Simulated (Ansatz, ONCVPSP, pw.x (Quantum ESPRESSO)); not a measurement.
**What a changed setting does to a pw.x run (sc Ta)**

Potential: optimised norm-conserving Vanderbilt (ONCV), ONCVPSP 4.0.1, PBE; core [Kr] 4d10 4f14, reference 5s2 5p6 5d3 6s2; waves: 5s+6s: rc 1.60 bohr, ncon 4, nbas 8, qcut 6.9 1/bohr, 2 projectors; 5p: rc 2.26 bohr, ncon 4, nbas 7, qcut 8.2 1/bohr, 2 projectors, debl 0.9 Ha; 5d: rc 2.00 bohr, ncon 4, nbas 8, qcut 5.6 1/bohr, 2 projectors, debl 4 Ha; f scattering state at 0.15 Ha: rc 1.80 bohr, ncon 4, nbas 7, qcut 6.7 1/bohr, 1 projector; local part: polynomial inside 1.40 bohr (lpopt 5, dvloc0 1 Ha); core correction: Teter function, fcfact 4.5, rcfact 1.4. In the p channel the program set the typed energies aside and used -1.448, 0.250 Ha.

The reference run (k-mesh 12³, cutoffs 55/220 Ry, Fermi–Dirac 0.01 Ry, mixing_beta 0.4, conv_thr 1e-9, no spin) gives 2.00 GPa at 20.376 Å³/atom, where all-electron LAPW gives 1.79 GPa. This run, with its own iteration cap, changes smearing to gauss.

```
&control
  calculation='scf', prefix='x', pseudo_dir='./', outdir='./tmp', tstress=.true., disk_io='none'
/
&system
  ibrav=0, nat=1, ntyp=1, ecutwfc=55, ecutrho=220, nbnd=14,
  occupations='smearing', smearing='gauss', degauss=0.01
/
&electrons
  conv_thr=1e-09, mixing_beta=0.4, electron_maxstep=60
/
ATOMIC_SPECIES
Ta 1.0 Ta.UPF
CELL_PARAMETERS angstrom
  2.73132247 0.00000000 0.00000000
  0.00000000 2.73132247 0.00000000
  0.00000000 0.00000000 2.73132247
ATOMIC_POSITIONS crystal
Ta 0.0000 0.0000 0.0000
K_POINTS automatic
12 12 12 0 0 0
```

```bash
pw.x < Ta.scf.in > Ta.scf.out
```

Problem. How does the run end?

Solution. It converges in 8 iterations; the free energy moves by +20.3 meV/atom and the pressure by -0.12 GPa. Gaussian smearing of the same width is narrower in effect than Fermi–Dirac, so its quadratic term in F is smaller.

```
Message from routine setup:
     using ibrav=0 with symmetry is DISCOURAGED, use correct ibrav instead
     lattice parameter (alat)  =       5.1615  a.u.
     unit-cell volume          =     137.5041 (a.u.)^3
     number of electrons       =        13.00
     number of Kohn-Sham states=           14
     kinetic-energy cutoff     =      55.0000  Ry
     charge density cutoff     =     220.0000  Ry
     scf convergence threshold =      1.0E-09
     Exchange-correlation= PBE
     number of k points=    84  Gaussian smearing, width (Ry)=  0.0100
     iteration #  1     ecut=    55.00 Ry     beta= 0.40
     total energy              =    -129.97223528 Ry
     estimated scf accuracy    <       0.01545781 Ry
     iteration #  2     ecut=    55.00 Ry     beta= 0.40
     total energy              =    -129.97273682 Ry
     estimated scf accuracy    <       0.00351245 Ry
     iteration #  3     ecut=    55.00 Ry     beta= 0.40
     total energy              =    -129.97303787 Ry
     estimated scf accuracy    <       0.00032928 Ry
     [... 2 iterations left out ...]
     iteration #  6     ecut=    55.00 Ry     beta= 0.40
     total energy              =    -129.97307443 Ry
     estimated scf accuracy    <       0.00000004 Ry
     iteration #  7     ecut=    55.00 Ry     beta= 0.40
     total energy              =    -129.97307444 Ry
     estimated scf accuracy    <          2.1E-09 Ry
     iteration #  8     ecut=    55.00 Ry     beta= 0.40
     the Fermi energy is    15.8882 ev
!    total energy              =    -129.97307444 Ry
     estimated scf accuracy    <          3.4E-10 Ry
     smearing contrib. (-TS)   =      -0.00047769 Ry
     The total energy is F=E-TS. E is the sum of the following terms:
     one-electron contribution =     -25.96732935 Ry
     hartree contribution      =      18.04135541 Ry
     xc contribution           =     -29.14576320 Ry
     ewald contribution        =     -92.90085961 Ry
     convergence has been achieved in   8 iterations
          total   stress  (Ry/bohr**3)                   (kbar)     P=       18.81
     Message from routine punch:
     Nothing written, as per user request (disk_io='none')
```

The run took about 7 s on one core of a shared host (AMD EPYC 9R14, 96 threads, 370 GiB, load 24).
